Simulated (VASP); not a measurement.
# GaP: the relaxed cell at several levels of theory, part 2 of 2

Which functional gives which lattice for GaP? The starting structure is a measured crystal structure from the Crystallography Open Database. The first relaxation on each setting starts from this cell expanded by 3 % in volume.

VASP 6.6.1.

Results so far: PBEsol 20.06 Å³ an atom; LDA 19.60 Å³ an atom; PBE 20.84 Å³ an atom.

## (5) Relaxation with PBEsol + D3(BJ)

Level of this step: PBEsol with D3(BJ); plane waves and PAW (Ga_d, P) (VASP).

D3 with Becke-Johnson damping keeps a finite attraction at short range. This run starts from the cell of an earlier relaxation, which isn't shown; the restart sets up the plane waves anew.

INCAR reads:

```
SYSTEM = GaP
PREC = Accurate
ENCUT = 450
EDIFF = 1E-06
NELM = 100
ISMEAR = 0
SIGMA = 0.03
LREAL = .FALSE.
ALGO = Normal
GGA = PS
IVDW = 12
NBANDS = 15
LORBIT = 11
LWAVE = .FALSE.
LCHARG = .FALSE.
KPAR = 4
IBRION = 2
NSW = 50
ISIF = 3
EDIFFG = -0.004
```

POSCAR reads:

```
GaP
1.0
    0.0000000000      2.6943255464      2.6943255464
    2.6943255464      0.0000000000      2.6943255464
    2.6943255464      2.6943255464      0.0000000000
Ga P
1 1
Direct
    0.0000000000      0.0000000000      0.0000000000
    0.7500000000      0.7500000000      0.7500000000
```

KPOINTS reads:

```
Automatic mesh
0
Gamma
8 8 8
0 0 0
```

PAW data sets: Ga_d and P (PBE family, release 64).

Command:

```sh
> mpirun -np 4 vasp_std
```

The program printed:

```text
[banner, memory and clock lines left out]
running    4 mpi-ranks, on    1 nodes
[...]
[... a notice as in an earlier step ...]

 LDA part: xc-table for (Slater+PW92), standard interpolation
 POSCAR, INCAR and KPOINTS ok, starting setup
[...]
entering main loop
       N       E                     dE             d eps       ncg     rms          rms(c)
DAV:   1     0.783688043724E+02    0.78369E+02   -0.84624E+03   878   0.160E+03
DAV:   2    -0.409177425976E+01   -0.82461E+02   -0.78044E+02   983   0.302E+02
DAV:   3    -0.101087590019E+02   -0.60170E+01   -0.59951E+01  1045   0.677E+01
DAV:   4    -0.102095707085E+02   -0.10081E+00   -0.10077E+00  1117   0.945E+00
[...]
DAV:  10    -0.991333275049E+01   -0.17056E-04   -0.62461E-05  1381   0.868E-02    0.266E-02
DAV:  11    -0.991335737168E+01   -0.24621E-04   -0.25821E-05   989   0.557E-02    0.565E-03
DAV:  12    -0.991335731417E+01    0.57516E-07   -0.10322E-06   828   0.144E-02
   1 F= -.10495380E+02 E0= -.10495380E+02  d E =-.104954E+02
[... from here on, the cycles between the ionic steps are left out ...]
   2 F= -.10495378E+02 E0= -.10495378E+02  d E =0.180244E-05
   3 F= -.10495383E+02 E0= -.10495383E+02  d E =-.319838E-05
   4 F= -.10495383E+02 E0= -.10495383E+02  d E =-.292084E-05
   5 F= -.10495383E+02 E0= -.10495383E+02  d E =-.331034E-05
   6 F= -.10495383E+02 E0= -.10495383E+02  d E =-.317773E-05
[...]
reached required accuracy - stopping structural energy minimisation
```

It took 14 s on 4 MPI ranks of AMD EPYC 7R43, shared host; peak memory 0.56 GiB.

Parts of OUTCAR (step 5):

```text
 Edisp (eV)   -0.58234

 Edisp (eV)   -0.58238

  Total      -0.00411    -0.00411    -0.00411    -0.00000    -0.00000    -0.00000
  in kB      -0.16826    -0.16826    -0.16826    -0.00000    -0.00000    -0.00000
  external pressure =       -0.17 kB  Pullay stress =        0.00 kB

 POSITION                                       TOTAL-FORCE (eV/Angst)
 -----------------------------------------------------------------------------------
      5.38754      2.69377      2.69377        -0.000000     -0.000000     -0.000000
      4.04066      4.04066      4.04066         0.000000      0.000000      0.000000
 -----------------------------------------------------------------------------------
    total drift:                               -0.000000     -0.000000     -0.000000

  FREE ENERGIE OF THE ION-ELECTRON SYSTEM (eV)
  ---------------------------------------------------
  free  energy   TOTEN  =       -10.4953831086 eV

  energy  without entropy=      -10.4953831086  energy(sigma->0) =      -10.49538311

[... 2 parts as in an earlier step ...]

[... 2 further parts left out ...]
[key lines of the parts left out:]
E-fermi :   5.0577
```

With PBEsol + D3(BJ) the relaxed cell holds 19.547 Å³ an atom, -3.43 % against the measured cell, with a = 5.388 Å. That is -2.58 % from PBEsol. Pressures at 0.985 and 1.015 times this volume, from two more relaxations that aren't shown, give a bulk modulus of 90.9 GPa.

## (6) Relaxation with r2SCAN

r2SCAN adds the kinetic-energy density, costs more than a GGA and is run with LASPH. This run starts from the cell of an earlier relaxation, which isn't shown; the restart sets up the plane waves anew.

Edit INCAR of step 5 so:

```diff
@@ -9,4 +9,4 @@
 ALGO = Normal
-GGA = PS
-IVDW = 12
+METAGGA = R2SCAN
+LASPH = .TRUE.
 NBANDS = 15
```

POSCAR reads:

```
GaP
1.0
    0.0000000000      2.7241467265      2.7241467265
    2.7241467265      0.0000000000      2.7241467265
    2.7241467265      2.7241467265      0.0000000000
Ga P
1 1
Direct
    0.0000000000      0.0000000000      0.0000000000
    0.7500000000      0.7500000000      0.7500000000
```

KPOINTS is that of step 5.

Command:

```sh
> mpirun -np 4 vasp_std
```

The program printed:

```text
[banner, memory and clock lines left out]
running    4 mpi-ranks, on    1 nodes
[...]
[... a notice as in an earlier step ...]

 LDA part: xc-table for (None), standard interpolation
 POSCAR, INCAR and KPOINTS ok, starting setup
[...]
entering main loop
       N       E                     dE             d eps       ncg     rms          rms(c)
DAV:   1     0.659470327437E+02    0.65947E+02   -0.85323E+03   886   0.166E+03
DAV:   2    -0.174328769956E+02   -0.83380E+02   -0.79843E+02   975   0.316E+02
DAV:   3    -0.236375734100E+02   -0.62047E+01   -0.61838E+01  1073   0.691E+01
DAV:   4    -0.237379319961E+02   -0.10036E+00   -0.10033E+00  1069   0.958E+00
[...]
DAV:  11    -0.214619784697E+02    0.97287E-06   -0.20013E-05  1031   0.407E-02    0.606E-03
DAV:  12    -0.214619764075E+02    0.20621E-05   -0.17855E-06   995   0.114E-02    0.276E-03
DAV:  13    -0.214619771612E+02   -0.75365E-06   -0.31570E-07   603   0.866E-03
   1 F= -.21461977E+02 E0= -.21461977E+02  d E =-.214620E+02
[...]
reached required accuracy - stopping structural energy minimisation
```

It took 27 s on 4 MPI ranks; peak memory 0.5 GiB; 1.7 min of CPU time.

From OUTCAR (step 6):

```text
  Total       -0.0050837     -0.0050837     -0.0050837      0.0000000     -0.0000000     -0.0000000
  in kB       -0.2014509     -0.2014509     -0.2014509      0.0000000     -0.0000000     -0.0000000
  external PRESSURE =      -0.2014509 kB  Pullay stress =       0.0000000 kB

 POSITION                                       TOTAL-FORCE (eV/Angst)
 -----------------------------------------------------------------------------------
      0.00000      0.00000      0.00000         0.000000      0.000000     -0.000000
      4.08622      4.08622      4.08622        -0.000000     -0.000000      0.000000
 -----------------------------------------------------------------------------------
    total drift:                                0.000003      0.000003      0.000003

  FREE ENERGIE OF THE ION-ELECTRON SYSTEM (eV)
  ---------------------------------------------------
  free  energy   TOTEN  =       -21.4619771612 eV

  energy  without entropy=      -21.4619771612  energy(sigma->0) =      -21.46197716

[... 2 parts as in an earlier step ...]

[... 2 further parts left out ...]
[key lines of the parts left out:]
E-fermi :   4.6317
```

With r2SCAN the relaxed cell holds 20.216 Å³ an atom, -0.12 % against the measured cell, with a = 5.448 Å. That is +0.75 % from PBEsol. Pressures at 0.985 and 1.015 times this volume, from two more relaxations that aren't shown, give a bulk modulus of 88.4 GPa.

## (7) Relaxation with r2SCAN + rVV10

rVV10 adds a nonlocal correlation energy for dispersion. This run starts from the cell of an earlier relaxation, which isn't shown; the restart sets up the plane waves anew.

Edit INCAR of step 6 so:

```diff
@@ -10,2 +10,6 @@
 METAGGA = R2SCAN
+LUSE_VDW = .TRUE.
+IVDW_NL = 2
+BPARAM = 11.95
+CPARAM = 0.0093
 LASPH = .TRUE.
```

POSCAR reads:

```
GaP
1.0
    0.0000000000      2.7166445653      2.7166445653
    2.7166445653      0.0000000000      2.7166445653
    2.7166445653      2.7166445653      0.0000000000
Ga P
1 1
Direct
    0.0000000000      0.0000000000      0.0000000000
    0.7500000000      0.7500000000      0.7500000000
```

KPOINTS is that of step 6.

Command:

```sh
> mpirun -np 4 vasp_std
```

The program printed:

```text
[banner, memory and clock lines left out]
running    4 mpi-ranks, on    1 nodes
[...]
|                                                                             |
|               ----> ADVICE to this user running VASP <----                  |
|                                                                             |
|     You have switched on vdW-DFT.                                           |
|     This routine was written and supplied by Jiri Klimes. We recommend      |
|     that you carefully read and cite the following publications:            |
|       J. Klimes, D.R. Bowler, A. Michelides                                 |
|          J. Phys.: Cond Matt. 22 022201 (2010)                              |
|       J. Klimes, D.R. Bowler, A. Michelides                                 |
|          Phys. Rev. B. 83, 195131 (2011)                                    |
|     and references therein.                                                 |
|                                                                             |

[...]
DAV:  11    -0.209484469893E+02    0.56757E-05   -0.14727E-05  1055   0.391E-02    0.505E-03
Total rVV10 correction in eV:      0.5119623    20.1367721
Total rVV10 correction in eV:      0.5119623    20.1367721
Total rVV10 correction in eV:      0.5119623    20.1367721
Total rVV10 correction in eV:      0.5119623    20.1367721
DAV:  12    -0.209484443898E+02    0.25995E-05   -0.14841E-06   904   0.108E-02    0.248E-03
Total rVV10 correction in eV:      0.5119659    20.1367721
Total rVV10 correction in eV:      0.5119659    20.1367721
Total rVV10 correction in eV:      0.5119659    20.1367721
Total rVV10 correction in eV:      0.5119659    20.1367721
DAV:  13    -0.209484447411E+02   -0.35127E-06   -0.27469E-07   540   0.770E-03
Total rVV10 correction in eV:      0.5119625    20.1367721
Total rVV10 correction in eV:      0.5119625    20.1367721
Total rVV10 correction in eV:      0.5119625    20.1367721
Total rVV10 correction in eV:      0.5119625    20.1367721
Total rVV10 correction in eV:      0.5119660    20.1367721
Total rVV10 correction in eV:      0.5119660    20.1367721
Total rVV10 correction in eV:      0.5119660    20.1367721
Total rVV10 correction in eV:      0.5119660    20.1367721
   1 F= -.20948445E+02 E0= -.20948445E+02  d E =-.209484E+02
[...]
reached required accuracy - stopping structural energy minimisation
```

Run time: 47 s. Hardware: 4 MPI ranks; peak memory 0.89 GiB; 3 min of CPU time.

From OUTCAR (step 7):

```text
  Total       -0.0041206     -0.0041206     -0.0041206      0.0000000      0.0000000      0.0000000
  in kB       -0.1646415     -0.1646415     -0.1646415      0.0000000      0.0000000      0.0000000
  external PRESSURE =      -0.1646415 kB  Pullay stress =       0.0000000 kB

 POSITION                                       TOTAL-FORCE (eV/Angst)
 -----------------------------------------------------------------------------------
      0.00000      0.00000      0.00000        -0.000000      0.000000      0.000000
      4.07497      4.07497      4.07497         0.000000     -0.000000     -0.000000
 -----------------------------------------------------------------------------------
    total drift:                                0.000002      0.000002      0.000002

  FREE ENERGIE OF THE ION-ELECTRON SYSTEM (eV)
  ---------------------------------------------------
  free  energy   TOTEN  =       -20.9484447411 eV

  energy  without entropy=      -20.9484447411  energy(sigma->0) =      -20.94844474

[... 2 parts as in an earlier step ...]

[... 2 further parts left out ...]
[key lines of the parts left out:]
E-fermi :   4.7301
```

With r2SCAN + rVV10 the relaxed cell holds 20.049 Å³ an atom, -0.94 % against the measured cell, with a = 5.433 Å. That is -0.08 % from PBEsol. Pressures at 0.985 and 1.015 times this volume, from two more relaxations that aren't shown, give a bulk modulus of 91.0 GPa.

## (8) Relaxation with vdW-DF-cx

vdW-DF-cx takes its exchange from the same plasmon model as its correlation. This run starts from the cell of an earlier relaxation, which isn't shown; the restart sets up the plane waves anew.

Edit INCAR of step 7 so:

```diff
@@ -9,7 +9,5 @@
 ALGO = Normal
-METAGGA = R2SCAN
+GGA = CX
+AGGAC = 0
 LUSE_VDW = .TRUE.
-IVDW_NL = 2
-BPARAM = 11.95
-CPARAM = 0.0093
 LASPH = .TRUE.
```

POSCAR reads:

```
GaP
1.0
    0.0000000000      2.7240494962      2.7240494962
    2.7240494962      0.0000000000      2.7240494962
    2.7240494962      2.7240494962      0.0000000000
Ga P
1 1
Direct
    0.0000000000      0.0000000000      0.0000000000
    0.7500000000      0.7500000000      0.7500000000
```

KPOINTS is that of step 7.

Command:

```sh
> mpirun -np 4 vasp_std
```

The program printed:

```text
[banner, memory and clock lines left out]
running    4 mpi-ranks, on    1 nodes
[...]
[... a notice as in an earlier step ...]

 [... a notice as in an earlier step ...]

 LDA part: xc-table for (Slater+PW92), standard interpolation
 POSCAR, INCAR and KPOINTS ok, starting setup
[...]
entering main loop
       N       E                     dE             d eps       ncg     rms          rms(c)
DAV:   1     0.827369753672E+02    0.82737E+02   -0.83103E+03   886   0.161E+03
DAV:   2     0.124844762511E+01   -0.81489E+02   -0.78055E+02   975   0.308E+02
DAV:   3    -0.481097687064E+01   -0.60594E+01   -0.60382E+01  1066   0.673E+01
DAV:   4    -0.491174282732E+01   -0.10077E+00   -0.10073E+00  1069   0.947E+00
[...]
DAV:  10    -0.465917233235E+01   -0.39865E-04   -0.70594E-05  1177   0.812E-02    0.399E-02
DAV:  11    -0.465921796777E+01   -0.45635E-04   -0.56955E-05   982   0.651E-02    0.401E-03
DAV:  12    -0.465921822268E+01   -0.25491E-06   -0.13273E-06   901   0.150E-02
   1 F= -.46592182E+01 E0= -.46592182E+01  d E =-.465922E+01
[...]
reached required accuracy - stopping structural energy minimisation
```

It took 26 s on 4 MPI ranks; peak memory 1.1 GiB; 1.7 min of CPU time.

Parts of OUTCAR (step 8):

```text
  Total       -0.0072639     -0.0072639     -0.0072639      0.0000000      0.0000000     -0.0000000
  in kB       -0.2878760     -0.2878760     -0.2878760      0.0000000      0.0000000     -0.0000000
  external PRESSURE =      -0.2878760 kB  Pullay stress =       0.0000000 kB

 POSITION                                       TOTAL-FORCE (eV/Angst)
 -----------------------------------------------------------------------------------
      0.00000      0.00000      0.00000         0.000000     -0.000000     -0.000000
      4.08607      4.08607      4.08607         0.000000      0.000000      0.000000
 -----------------------------------------------------------------------------------
    total drift:                               -0.000001     -0.000001     -0.000001

  FREE ENERGIE OF THE ION-ELECTRON SYSTEM (eV)
  ---------------------------------------------------
  free  energy   TOTEN  =        -4.6592182227 eV

  energy  without entropy=       -4.6592182227  energy(sigma->0) =       -4.65921822

[... 2 parts as in an earlier step ...]

[... 2 further parts left out ...]
[key lines of the parts left out:]
E-fermi :   4.7513
```

With vdW-DF-cx the relaxed cell holds 20.214 Å³ an atom, -0.13 % against the measured cell, with a = 5.448 Å. That is +0.74 % from PBEsol. Pressures at 0.985 and 1.015 times this volume, from two more relaxations that aren't shown, give a bulk modulus of 83.9 GPa.

## (9) Relaxation with BLYP

BLYP comes from molecular chemistry and underbinds dense solids. This run starts from the cell of an earlier relaxation, which isn't shown; the restart sets up the plane waves anew.

Edit INCAR of step 8 so:

```diff
@@ -9,6 +9,7 @@
 ALGO = Normal
-GGA = CX
-AGGAC = 0
-LUSE_VDW = .TRUE.
-LASPH = .TRUE.
+GGA = B5
+ALDAX = 1
+AGGAX = 1
+AGGAC = 1
+ALDAC = 0
 NBANDS = 15
```

POSCAR reads:

```
GaP
1.0
    0.0000000000      2.8000860622      2.8000860622
    2.8000860622      0.0000000000      2.8000860622
    2.8000860622      2.8000860622      0.0000000000
Ga P
1 1
Direct
    0.0000000000      0.0000000000      0.0000000000
    0.7500000000      0.7500000000      0.7500000000
```

KPOINTS is that of step 8.

Command:

```sh
> mpirun -np 4 vasp_std
```

The program printed:

```text
[banner, memory and clock lines left out]
running    4 mpi-ranks, on    1 nodes
[...]
[... a notice as in an earlier step ...]

 LDA part: xc-table for (Slater(with rela. corr.)+VWN5), standard interpolation
 POSCAR, INCAR and KPOINTS ok, starting setup
[...]
entering main loop
       N       E                     dE             d eps       ncg     rms          rms(c)
DAV:   1     0.747443824138E+02    0.74744E+02   -0.85689E+03   894   0.159E+03
DAV:   2    -0.229519284876E+01   -0.77040E+02   -0.73595E+02   975   0.282E+02
DAV:   3    -0.802515640754E+01   -0.57300E+01   -0.57090E+01  1108   0.651E+01
DAV:   4    -0.812110867815E+01   -0.95952E-01   -0.95925E-01  1071   0.921E+00
[...]
DAV:  10    -0.781018613623E+01   -0.41307E-04   -0.10671E-04  1129   0.921E-02    0.330E-02
DAV:  11    -0.781021595019E+01   -0.29814E-04   -0.27810E-05   983   0.521E-02    0.351E-03
DAV:  12    -0.781021586447E+01    0.85720E-07   -0.14086E-06   927   0.150E-02
   1 F= -.78102159E+01 E0= -.78102159E+01  d E =-.781022E+01
[... from here on, the cycles between the ionic steps are left out ...]
   2 F= -.78102201E+01 E0= -.78102201E+01  d E =-.420765E-05
   3 F= -.78102199E+01 E0= -.78102199E+01  d E =-.408273E-05
   4 F= -.78102202E+01 E0= -.78102202E+01  d E =-.437820E-05
[...]
reached required accuracy - stopping structural energy minimisation
```

It took 22 s on 4 MPI ranks; peak memory 0.54 GiB; 84 s of CPU time.

OUTCAR, selected parts (step 9):

```text
  Total        0.0069815      0.0069815      0.0069815      0.0000000     -0.0000000      0.0000000
  in kB        0.2545888      0.2545888      0.2545888      0.0000000     -0.0000000      0.0000000
  external PRESSURE =       0.2545888 kB  Pullay stress =       0.0000000 kB

 POSITION                                       TOTAL-FORCE (eV/Angst)
 -----------------------------------------------------------------------------------
      5.60136      2.80068      2.80068        -0.000000     -0.000000     -0.000000
      4.20102      4.20102      4.20102         0.000000      0.000000      0.000000
 -----------------------------------------------------------------------------------
    total drift:                               -0.000001     -0.000001     -0.000001

  FREE ENERGIE OF THE ION-ELECTRON SYSTEM (eV)
  ---------------------------------------------------
  free  energy   TOTEN  =        -7.8102202427 eV

  energy  without entropy=       -7.8102202427  energy(sigma->0) =       -7.81022024

[... 2 parts as in an earlier step ...]

[... 2 further parts left out ...]
[key lines of the parts left out:]
E-fermi :   4.4271
```

With BLYP the relaxed cell holds 21.968 Å³ an atom, +8.54 % against the measured cell, with a = 5.601 Å. That is +9.49 % from PBEsol. Pressures at 0.985 and 1.015 times this volume, from two more relaxations that aren't shown, give a bulk modulus of 65.0 GPa.

## (10) The runs compared

| level | volume (Å³/atom) | against the measured cell (%) | a (Å) | bulk modulus (GPa) | pressure left (GPa) | core minutes |
| --- | --- | --- | --- | --- | --- | --- |
| PBEsol | 20.064 | -0.87 | 5.4347 | 85.4 | -0.03 | 2.07 |
| LDA | 19.596 | -3.18 | 5.392 | 90.4 | -0.03 | 1.87 |
| PBE | 20.836 | 2.94 | 5.5035 | 76.9 | -0.01 | 0.653 |
| PBEsol + D3(BJ) | 19.547 | -3.43 | 5.3875 | 90.9 | -0.02 | 2.44 |
| r2SCAN | 20.216 | -0.12 | 5.4483 | 88.4 | -0.02 | 6.47 |
| r2SCAN + rVV10 | 20.049 | -0.94 | 5.4333 | 91.0 | -0.02 | 11.9 |
| vdW-DF-cx | 20.214 | -0.13 | 5.4481 | 83.9 | -0.03 | 9.6 |
| BLYP | 21.968 | 8.54 | 5.6014 | 65.0 | 0.03 | 3.2 |

Core minutes are wall time times ranks, summed over the relaxations behind a row (those for a bulk modulus apart), on shared hosts.

## (11) Summary of results

```json
{
 "volume, PBEsol": "20.06 Å³/atom",
 "volume, LDA": "19.60 Å³/atom",
 "volume, PBE": "20.84 Å³/atom",
 "volume, PBEsol + D3(BJ)": "19.55 Å³/atom",
 "volume, r2SCAN": "20.22 Å³/atom",
 "volume, r2SCAN + rVV10": "20.05 Å³/atom",
 "volume, vdW-DF-cx": "20.21 Å³/atom",
 "volume, BLYP": "21.97 Å³/atom"
}
```

Across 8 levels the volume of GaP spans 12.4 %, from 19.55 Å³ an atom (PBEsol + D3(BJ)) to 21.97 Å³ (BLYP). Against the measured volume of the starting structure, r2SCAN comes nearest (-0.1 %) and BLYP lies farthest (+8.5 %). The measured cell holds zero-point expansion and, unless it was taken cold, thermal expansion, which the runs lack, so small differences decide nothing. Adding D3(BJ) to PBEsol changes the volume by -2.6 %. Adding rVV10 to r2SCAN changes the volume by -0.8 %. The bulk modulus goes from 65.0 GPa (BLYP) to 91.0 GPa (r2SCAN + rVV10). LASPH is on in some of these runs and off in others, which adds a little to the differences. All runs keep the symmetry of the start, so they can't find a distortion of lower symmetry. Further runs on this material are not shown.

[Lines on the potential files, build, host, timing and source positions are cut from VASP's logs without a mark.]

[Logs are printed without paths, hosts, clocks, repeated set-up lines and the standing remarks that a program may print on its own settings, such as how far it seeks lower states.]

[Hosts, paths, dates, database ids (printed as entryN), source tags and the programs' standing remarks are cut or masked in the printed files.]
